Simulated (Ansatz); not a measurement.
Take a crystal in which C has been replaced by Sn on all its sites, with the cell rescaled by a rough guess (in some cases also distorted within its space group) and nothing relaxed:

```
Sn
1.0
     0.00000    2.78128    2.78128
     2.78128    0.00000    2.78128
     2.78128    2.78128    0.00000
Sn
2
Direct
  0.50000 0.50000 0.50000
  0.75000 0.75000 0.75000
```

Method: DFT PBE, scalar-relativistic, plane waves, PAW in Ansatz.

Settings: cutoff 420 eV, Γ-centred mesh 14×14×14 on the computed 2-atom cell, Gaussian smearing of 0.10 eV; no spin polarisation.

Question: What pressure does the cell carry?

Answer: The pressure is 69.8 GPa (positive in compression), so the cell would expand.

Question: Is it a metal on this mesh?

Answer: Yes, a band crosses the Fermi level.